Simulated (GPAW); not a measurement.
## How the form of the self-energy moves the gap of GaAs (F-43m)

Wanted: the gap of GaAs (F-43m) under several approximations, with cost.

Main program and level: GPAW 26.7.0; PBE and many-body steps on it, plane waves.

**What was measured.**

- Gap 1.51 eV: band-edge emission energy from PL (direct gap at Gamma); photoluminescence, 633 nm excitation; 77 K; bulk crystal (MBE GaAs matrix around a thin InAs wetting layer on semi-insulating GaAs (100)) (“Photoluminescence of InAs/GaAs quantum dots under direct two-photon excitation”, 2020, pmc:7331710).

- Gap 1.418 ± 0.005 eV: direct gap E0 at Gamma from PR; modulated photoreflectance, low-field lineshape fit; 300 K; bulk crystal (semi-insulating GaAs(001) reference substrate) (“Evidence of valence band perturbations in GaAsN/GaAs(001): A combined variable-angle spectroscopic ellipsometry and modulated photoreflectance investigation”, 2008, arxiv:0805.2212).

- Gap 1.42 eV: band-edge photoluminescence emission energy of the GaAs substrate; time-integrated photoluminescence; 300 K; bulk crystal ((001) GaAs substrate beneath GaBiAs epilayers) (“Investigation of the anisotropic electron g factor as a probe of the electronic structure of GaBixAs1-x/GaAs epilayers”, 2014, arxiv:1409.8467).

- Gap 1.412 ± 0.01 eV: direct gap E0 at Gamma from ellipsometry; variable-angle spectroscopic ellipsometry, parametric critical-point fit; 300 K; bulk crystal (semi-insulating GaAs(001) reference substrate with native oxide) (“Evidence of valence band perturbations in GaAsN/GaAs(001): A combined variable-angle spectroscopic ellipsometry and modulated photoreflectance investigation”, 2008, arxiv:0805.2212).

## 1. Starting point

The structure is cubic, space group F-43m (No. 216). Conventional cell: a = 5.654 Å, b = 5.654 Å, c = 5.654 Å, α = 90.00°, β = 90.00°, γ = 90.00°. Ga has 4 As at 2.45 Å nearest. As has 4 Ga at 2.45 Å nearest. Farther neighbours are not listed.

Structure file:

```
Ga As
1.0
     0.00000    2.82685    2.82685
     2.82685    0.00000    2.82685
     2.82685    2.82685    0.00000
Ga As
1 1
Direct
  0.00000 0.00000 0.00000
  0.25000 0.25000 0.25000
```

The cell and positions come from the Crystallography Open Database and are kept as given unless a step says otherwise.

## 2. Empty states on the mesh, 4×4×4 mesh, 153 bands

This step: GPAW 26.7.0; DFT, PBE, plane waves, PAW.

The sums over transitions need many empty states on a uniform mesh; this step solves for them.

Input file run.py:

```python
import json
import numpy as np
from gpaw.mpi import world
from gpaw import GPAW

calc = GPAW('gs.gpw').fixed_density(kpts={'size': (4, 4, 4), 'gamma': True},
    parallel={'domain': 1, 'band': 1},
    txt='nscf.txt')
calc.diagonalize_full_hamiltonian(nbands=153)
calc.write('full.gpw', mode='all')
res = {}
kpts = calc.get_ibz_k_points()
res['kpts'] = kpts
res['eigenvalues'] = [calc.get_eigenvalues(kpt=k) for k in range(len(kpts))]
res['n_electrons'] = calc.get_number_of_electrons()

if world.rank == 0:
    with open('result.json', 'w') as f:
        json.dump(res, f, default=lambda x: x.tolist())
```

Command:

```sh
$ mpirun -n 4 gpaw python run.py
```

Numbers of over 12 decimals in the logs are rounded to 6 here.

Output:

```text
Diagonalizing LCAO Hamiltonian
Converting LCAO to pw mode
convergence criteria:
- Maximum integral of absolute [eigenst]ate change: 4e-08 eV^2 / valence electron
maximum number of iterations: 100

SCF iterations
|iter     |     time |      energy | eigst |  dens |
|iter:   1|  |             | +0.90 |       |
|iter:   2|  |             | -1.13 |       |
|iter:   3|  |             | -2.87 |       |
|iter:   4|  |             | -4.47 |       |
|iter:   5|  |             | -5.56 |       |
|iter:   6|  |             | -6.61 |       |
|iter:   7|  |             | -7.26 |       |
|iter:   8|  |             | -8.31c|       |
SCF steps: 8
  __  _  _
 | _ |_)|_||  |
 |__||  | ||/\| - 26.7.0

Input parameters:
  mode=PW(ecut=450.000000),
  convergence={'density': 1e-06, 'bands': -3},
  gpts=array([20, 20, 20]),
  kpts=MonkhorstPack(size=(4, 4, 4), gamma=True),
  maxiter=100,
  nbands=11,
  occupations=Occupations(name='fermi-dirac', width=0.001, fixmagmom=False),
  parallel={'domain': 1, 'band': 1},
  xc=XC(name='PBE')
Matrix size: 982x982
# Writing to full.gpw (mode='all')
  [... matrices ...]

timing:  # [seconds]
  Total: 1.761  # ━━━━━━━━━━━━━━━━━━━━━━━━━━━━━━━━━━━━━━━━━━━━━━━━━━━━━━━━━━━
```

Wall time 3.9 s (4 MPI ranks of Arm Neoverse V2, shared host); peak memory 0.62 GiB; 15 s of CPU time.

Numbers from this step:

```yaml
gap: 0.5868 eV
k_of_the_valence_top: 0, 0, 0
k_of_the_conduction_bottom: 0, 0, 0
least_direct_gap: 0.5868 eV
k_points_computed: 8
lowest_point_of_the_top_converged_band_above_the_valence_top: 117.6771 eV
```

On this mesh the gap is 0.587 eV.

## 3. G0W0, Godby-Needs plasmon pole

Now the one-shot GW correction: screening in the RPA, then the self-energy of the levels asked for.

This step: G0W0 on PBE, plane waves, PAW.

Input file run.py:

```python
import json
import numpy as np
from gpaw.mpi import world
from gpaw.response.g0w0 import G0W0

gw = G0W0('full.gpw',
    filename='gw',
    kpts=[0],
    bands=(2, 6),
    ecut=125,
    nbands=143,
    integrate_gamma='WS',
    ppa=True)
gw.calculate()
res = {mode: {k: v for k, v in r.items() if k != 'sigma_eskwn'}
       for mode, r in gw.all_results.items()}

if world.rank == 0:
    with open('result.json', 'w') as f:
        json.dump(res, f, default=lambda x: x.tolist())
```

Command:

```sh
$ mpirun -n 4 gpaw python run.py
```

Output:

```text
Using integrator: PointIntegrator
FrequencyGridDescriptor(from 0.000+0.000j to 0.000+27.211j eV, 2 points)
Nonperiodic BCs:  [False False False]
Using integrator: PointIntegrator
FrequencyGridDescriptor(from 0.000+0.000j to 0.000+27.211j eV, 2 points)
Nonperiodic BCs:  [False False False]
  ___  _ _ _
 |   || | | |
 | | || | | |
 |__ ||_____|
 |___|

BZ k-points: Symmetries present (total): 24

  [... matrices ...]
64 k-points: 4 x 4 x 4 Monkhorst-Pack grid + [1/8,1/8,1/8]
8 k-points in the irreducible part of the Brillouin zone
       k-points in crystal coordinates                weights
   0:     0.00000000    0.00000000    0.00000000          1/64
   1:     0.25000000    0.25000000    0.00000000          6/64
   2:     0.25000000    0.25000000    0.25000000          8/64
   3:     0.50000000    0.25000000   -0.25000000          6/64
   4:     0.50000000    0.25000000    0.25000000         12/64
   5:     0.50000000    0.50000000    0.00000000          3/64
   6:     0.50000000    0.50000000    0.25000000         24/64
   7:     0.50000000    0.50000000    0.50000000          4/64

Distributing spins, k-points and bands (1 x 1 x 4) over 4 processes
Number of blocks: 1

Quasi particle states:
k-points (IBZ indices): [0]
Band range: (2, 6)
  [... matrices ...]
Computational parameters:
Plane wave cut-off: 125 eV
Number of bands: 143
Coulomb cutoff: None
Broadening: 0.1 eV

fxc modes: GW
Kernel: RPA
Using Godby-Needs plasmon-pole approximation:
  Fitting energy: i*E0, E0 = 1.000 Hartree
Summing all q:

Calculating screened Coulomb potential
No Coulomb truncation
FrequencyGridDescriptor(from 0.000+0.000j to 0.000+27.211j eV, 2 points)
Removing empty qpoint cache files...

Calculating chi0 body with:
    Ground state adapter containing:
    Number of spins: 1
    Number of kpoints: 64
    Number of irreducible kpoints: 8
    Number of completely occupied states: 4
    Number of partially occupied states: 4
    Occupied states memory: 0.48828125 M / cpu

    Linear response parametrization:
    q_c: [0.0, 0.0, 0.0]
    Number of frequency points: 2
    Planewave cutoff: 125.0
    Number of bands: 143
    Number of planewaves: 137
    Broadening (eta): 1e-06
    comm.size: 4
    kncomm.size: 4
    blockcomm.size: 1

    Memory estimate of potentially large arrays:
        chi0_wGG: 0.572784 M / cpu
Integrating chi0 body.

Symmetries of q_c:
    Direct symmetries (Uq -> q): 24
    Indirect symmetries (TUq -> q): 24
In total 48 allowed symmetries.

  [... matrices ...]
8 groups of equivalent kpoints. 87.5% reduction.

Integral kind: response function
Integrating chi0 head and wings.

Symmetries of q_c:
    Direct symmetries (Uq -> q): 24
    Indirect symmetries (TUq -> q): 24
In total 48 allowed symmetries.

  [... matrices ...]
8 groups of equivalent kpoints. 87.5% reduction.

Integral kind: response function wings

Calculating chi0 body with:
    Ground state adapter containing:
    Number of spins: 1
    Number of kpoints: 64
    Number of irreducible kpoints: 8
    Number of completely occupied states: 4
    Number of partially occupied states: 4
    Occupied states memory: 0.48828125 M / cpu

    Linear response parametrization:
[... the further q-points ...]

Results:
f:      Occupation numbers
eps:     KS-eigenvalues [eV]
vxc:     KS vxc [eV]
exx:     Exact exchange [eV]
sigma:   Self-energies [eV]
dsigma:  Self-energy derivatives
Z:       Renormalization factors
qp:      QP-energies [eV]

k-point 0 (0): (0.000, 0.000, 0.000)                GW
band       f     eps     vxc     exx   sigma  dsigma       Z      qp
                                                                   GW
   2   1.000   4.921 -14.823 -16.496   1.077  -0.273   0.786   4.452
   3   1.000   4.921 -14.823 -16.496   1.077  -0.273   0.786   4.452
   4   0.000   5.508 -15.968 -11.695  -3.384  -0.260   0.794   6.214
   5   0.000   8.695 -12.103  -7.721  -4.090  -0.265   0.790   8.926
```

Wall time 13 s (4 MPI ranks); peak memory 1 GiB; 50 s of CPU time.

Numbers from this step:

| Quantity | Value |
| --- | --- |
| G0W0 gap on the points computed | 1.762 eV |
| least direct G0W0 gap on the computed points | 1.762 eV |
| Z at the valence top | 0.7858 |
| Z at the conduction bottom | 0.7939 |
| starting gap on the mesh | 0.5868 eV |
| k of the valence top | 0, 0, 0 |
| k of the conduction bottom | 0, 0, 0 |

The gap on the mesh goes from 0.59 eV to 1.76 eV, a correction of +1.18 eV.

## 4. G0W0, full frequency, Hilbert transform

Changes to run.py since step 3:

```diff
@@ -12,3 +12,5 @@
     integrate_gamma='WS',
-    ppa=True)
+    frequencies={'type': 'nonlinear', 'domega0': 0.1, 'omega2': 15.0},
+    eta=0.1,
+    nblocksmax=True)
 gw.calculate()
```

Command:

```sh
$ mpirun -n 4 gpaw python run.py
```

Output:

```text
Using integrator: PointIntegrator
NonLinearFrequencyDescriptor(from 0.000 to 127.441 eV, 283 points)
Nonperiodic BCs:  [False False False]
Using integrator: PointIntegrator
NonLinearFrequencyDescriptor(from 0.000 to 127.441 eV, 283 points)
Nonperiodic BCs:  [False False False]
  ___  _ _ _
 |   || | | |
 | | || | | |
 |__ ||_____|
 |___|

BZ k-points: Symmetries present (total): 24

  [... matrices ...]
64 k-points: 4 x 4 x 4 Monkhorst-Pack grid + [1/8,1/8,1/8]
8 k-points in the irreducible part of the Brillouin zone
       k-points in crystal coordinates                weights
   0:     0.00000000    0.00000000    0.00000000          1/64
   1:     0.25000000    0.25000000    0.00000000          6/64
   2:     0.25000000    0.25000000    0.25000000          8/64
[...]
6:     0.50000000    0.50000000    0.25000000         24/64
   7:     0.50000000    0.50000000    0.50000000          4/64

Distributing spins, k-points and bands (1 x 1 x 4) over 1 process
Number of blocks: 4

Quasi particle states:
k-points (IBZ indices): [0]
Band range: (2, 6)
  [... matrices ...]
Computational parameters:
Plane wave cut-off: 125 eV
Number of bands: 143
Coulomb cutoff: None
Broadening: 0.1 eV

fxc modes: GW
Kernel: RPA
Using full-frequency real axis integration
Summing all q:

Calculating screened Coulomb potential
No Coulomb truncation
NonLinearFrequencyDescriptor(from 0.000 to 127.441 eV, 283 points)
Removing empty qpoint cache files...

Calculating chi0 body with:
    Ground state adapter containing:
    Number of spins: 1
    Number of kpoints: 64
    Number of irreducible kpoints: 8
    Number of completely occupied states: 4
    Number of partially occupied states: 4
    Occupied states memory: 0.48828125 M / cpu

    Linear response parametrization:
    q_c: [0.0, 0.0, 0.0]
    Number of frequency points: 283
    Planewave cutoff: 125.0
    Number of bands: 143
    Number of planewaves: 137
    Broadening (eta): 0.1
    comm.size: 4
    kncomm.size: 1
    blockcomm.size: 4

    Memory estimate of potentially large arrays:
        chi0_wGG: 20.262249 M / cpu
Integrating chi0 body.

Symmetries of q_c:
    Direct symmetries (Uq -> q): 24
    Indirect symmetries (TUq -> q): 24
In total 48 allowed symmetries.

  [... matrices ...]
8 groups of equivalent kpoints. 87.5% reduction.

Integral kind: spectral function
Integrating chi0 head and wings.

Symmetries of q_c:
    Direct symmetries (Uq -> q): 24
    Indirect symmetries (TUq -> q): 24
In total 48 allowed symmetries.

  [... matrices ...]
8 groups of equivalent kpoints. 87.5% reduction.

Integral kind: spectral function wings

Calculating chi0 body with:
    Ground state adapter containing:
    Number of spins: 1
    Number of kpoints: 64
    Number of irreducible kpoints: 8
    Number of completely occupied states: 4
    Number of partially occupied states: 4
    Occupied states memory: 0.48828125 M / cpu

    Linear response parametrization:
[... the further q-points ...]

Results:
f:      Occupation numbers
eps:     KS-eigenvalues [eV]
vxc:     KS vxc [eV]
exx:     Exact exchange [eV]
sigma:   Self-energies [eV]
dsigma:  Self-energy derivatives
Z:       Renormalization factors
qp:      QP-energies [eV]

k-point 0 (0): (0.000, 0.000, 0.000)                GW
band       f     eps     vxc     exx   sigma  dsigma       Z      qp
                                                                   GW
   2   1.000   4.921 -14.823 -16.496   1.060  -0.320   0.757   4.457
   3   1.000   4.921 -14.823 -16.496   1.060  -0.320   0.757   4.457
   4   0.000   5.508 -15.968 -11.695  -3.365  -0.272   0.786   6.222
   5   0.000   8.695 -12.103  -7.721  -4.087  -0.346   0.743   8.914
```

It took 35 s on 4 MPI ranks; peak memory 1.4 GiB.

Numbers from this step:

```yaml
g0w0_gap_on_the_points_computed: 1.765 eV
least_direct_g0w0_gap_on_the_computed_points: 1.765 eV
z_at_the_valence_top: 0.7575
z_at_the_conduction_bottom: 0.7862
starting_gap_on_the_mesh: 0.5868 eV
k_of_the_valence_top: 0, 0, 0
k_of_the_conduction_bottom: 0, 0, 0
```

Against G0W0 in GPAW (4×4×4 mesh, 143 bands, screening to 125 eV, Godby-Needs plasmon pole), the gap moves by +0.003 eV.

## 5. G0W0, multipole

Changes to run.py since step 4:

```diff
@@ -12,5 +12,3 @@
     integrate_gamma='WS',
-    frequencies={'type': 'nonlinear', 'domega0': 0.1, 'omega2': 15.0},
-    eta=0.1,
-    nblocksmax=True)
+    mpa={'npoles': 4, 'wrange': [0, 40], 'varpi': 20.0, 'eta0': 0.01, 'eta_rest': 1.0, 'alpha': 1})
 gw.calculate()
```

Command:

```sh
$ mpirun -n 4 gpaw python run.py
```

Output:

```text
Using integrator: PointIntegrator
FrequencyGridDescriptor(from 0.000+0.010j to 40.000+20.000j eV, 8 points)
Nonperiodic BCs:  [False False False]
Using integrator: PointIntegrator
FrequencyGridDescriptor(from 0.000+0.010j to 40.000+20.000j eV, 8 points)
Nonperiodic BCs:  [False False False]
  ___  _ _ _
 |   || | | |
 | | || | | |
 |__ ||_____|
 |___|

BZ k-points: Symmetries present (total): 24

  [... matrices ...]
64 k-points: 4 x 4 x 4 Monkhorst-Pack grid + [1/8,1/8,1/8]
8 k-points in the irreducible part of the Brillouin zone
[...]
Results:
f:      Occupation numbers
eps:     KS-eigenvalues [eV]
vxc:     KS vxc [eV]
exx:     Exact exchange [eV]
sigma:   Self-energies [eV]
dsigma:  Self-energy derivatives
Z:       Renormalization factors
qp:      QP-energies [eV]

k-point 0 (0): (0.000, 0.000, 0.000)                GW
band       f     eps     vxc     exx   sigma  dsigma       Z      qp
                                                                   GW
   2   1.000   4.921 -14.823 -16.496   1.099  -0.293   0.773   4.477
   3   1.000   4.921 -14.823 -16.496   1.099  -0.293   0.773   4.477
   4   0.000   5.508 -15.968 -11.695  -3.355  -0.278   0.783   6.227
   5   0.000   8.695 -12.103  -7.721  -4.064  -0.291   0.774   8.941
```

The job ended after 24 s (4 MPI ranks; peak memory 1.1 GiB; 96 s of CPU time).

Numbers from this step:

```
G0W0 gap on the points computed              : 1.750 eV
least direct G0W0 gap on the computed points : 1.750 eV
starting gap on the mesh                     : 0.5868 eV
k of the valence top                         : 0, 0, 0
k of the conduction bottom                   : 0, 0, 0
```

Against G0W0 in GPAW (4×4×4 mesh, 143 bands, screening to 125 eV, Godby-Needs plasmon pole), the gap moves by −0.012 eV.

## 6. Side by side

Times are wall times on 4 MPI ranks of Arm Neoverse V2, shared host, good to a factor of about two.

| run | mesh | bands | screening cutoff (eV) | DFT gap (eV) | gap on the mesh (eV) | direct (eV) | time |
| --- | --- | --- | --- | --- | --- | --- | --- |
| G0W0, Godby-Needs plasmon pole | 4×4×4 | 143 | 125 | 0.587 | 1.762 | 1.762 | 13 s |
| G0W0, full frequency, Hilbert transform | 4×4×4 | 143 | 125 | 0.587 | 1.765 | 1.765 | 35 s |
| G0W0, multipole | 4×4×4 | 143 | 125 | 0.587 | 1.750 | 1.750 | 24 s |

## 7. Results

| Property | Result |
| --- | --- |
| G0W0, Godby-Needs plasmon pole | 1.762 eV |
| G0W0, full frequency, Hilbert transform | 1.765 eV |
| G0W0, multipole | 1.750 eV |
| known limits | not at the basis limit; no spin-orbit coupling; coarse k mesh |

G0W0, full frequency, Hilbert transform: +0.003 eV against G0W0, Godby-Needs plasmon pole. G0W0, multipole: −0.012 eV against G0W0, Godby-Needs plasmon pole. Against experiment, by G0W0, Godby-Needs plasmon pole: the direct gap of 1.76 eV lies +0.25 eV from the measured 1.51 eV (exciton, 77 K, 2020); the direct gap of 1.76 eV lies +0.34 eV from the measured 1.418 ± 0.005 eV (direct, 300 K, 2008); the direct gap of 1.76 eV lies +0.34 eV from the measured 1.42 eV (exciton, 300 K, 2014); the direct gap of 1.76 eV lies +0.35 eV from the measured 1.412 ± 0.01 eV (direct, 300 K, 2008). An exciton line or allowed optical edge lies below the quasiparticle gap by the binding energy; a forbidden edge can push the onset above it. These are gaps on the mesh, at modest bands and cutoff. The calculation has static nuclei and no excitons; a measured gap holds zero-point and thermal motion, which mostly lowers it. Bands and cutoff are finite, so the gap is not at the basis limit. The miss can reach some tenths of an eV and take either sign; the mesh is an error of its own. These stock PAW sets were not made for GW; the filled d or f shell of As and Ga lies in the frozen core, which bears on start and correction. In the G0W0 runs levels were corrected at 1 k point alone, so a gap called «on the mesh» is the least over those, and an edge elsewhere would be missed. The 4×4×4 mesh is coarse for this cell, which bears on the long-range parts of exchange and screening. The many-body steps are scalar-relativistic: spin-orbit coupling is not in them.

[Paths, hosts, dates, memory and timing lines, banners, echoed tables and standing remarks are left out of the program output.]

[Logs are printed without paths, hosts, clocks, repeated set-up lines and the standing remarks that a program may print on its own settings, such as how far it seeks lower states.]

[Runs of the session that timed out or met a known fault of the program may be left out.]

[Hosts, paths, dates, database ids (printed as entryN), source tags and the programs' standing remarks are cut or masked in the printed files.]
